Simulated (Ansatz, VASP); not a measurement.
**Two plane-wave programs on Ga**

Contents of INCAR:

```
  PREC = Accurate
  ENCUT = 520
  EDIFF = 1E-7
  ISMEAR = -1
  SIGMA = 0.1
  LREAL = False
  LASPH = True
  NELM = 80
  ALGO = Normal
  ISIF = 2
  LWAVE = False
  LCHARG = True
  LELF = True
  LVHAR = True
  NBANDS = 34
```

KPOINTS

```
Automatic mesh
0
Gamma
  5 5 5
```

POSCAR

```
Ga
1.0
    2.2178908173     -3.7419137528      0.0000000000
    2.2178908173      3.7419137528      0.0000000000
    0.0000000000      0.0000000000      4.4249628129
Ga
4
Direct
    0.8443628362      0.1556371638      0.0859373133
    0.6556371638      0.3443628362      0.5859373133
    0.1556371638      0.8443628362      0.9140626867
    0.3443628362      0.6556371638      0.4140626867
```

Input for Ansatz:

```yaml
crystal:
  lattice:
    - [2.2178908173, -3.7419137528, 0.0]
    - [2.2178908173, 3.7419137528, 0.0]
    - [0.0, 0.0, 4.4249628129]
  atoms:
    - { symbol: Ga, position: [0.8443628362, 0.1556371638, 0.0859373133] }
    - { symbol: Ga, position: [0.6556371638, 0.3443628362, 0.5859373133] }
    - { symbol: Ga, position: [0.1556371638, 0.8443628362, 0.9140626867] }
    - { symbol: Ga, position: [0.3443628362, 0.6556371638, 0.4140626867] }
hamiltonian:
  xc: lda
  pseudopotentials:
    kind: paw
    azcp:
      Ga: "pseudopotentials/Ga.paw.azcp"
basis:
  ecutwfc: 420
  fft_grid_basis: typed
kpoints:
  mp_grid: { grid: [5, 5, 5], shift: [0, 0, 0] }
magnetization:
  spin_polarized: false
scf:
  occupations: { method: fermi_dirac, width: 0.1 }
  lower_state_search: "off"
output:
  stress: true
```

Alike in both runs: task single point; functional LDA; k mesh 5 × 5 × 5; occupations fermi-dirac, width 0.1 eV; no spin polarisation.

```csv
,VASP,Ansatz
version,VASP 6.6.1,Ansatz 0.2.0
potentials or method,"VASP PAW LDA potentials, release 64 (Ga_d)","plane waves (420 eV) with PAW, scalar-relativistic"
plane-wave cutoff (eV),520,420
valence electrons in the cell,52,52
```

|  | VASP | Ansatz | Ansatz less VASP |
| --- | --- | --- | --- |
| pressure (GPa) | 0.0 | -0.2 | -0.20 |
| largest component of the traceless stress (GPa) | 0.28 | 0.32 | +0.041 |

Ansatz warned: «pseudo_functional_mismatch».
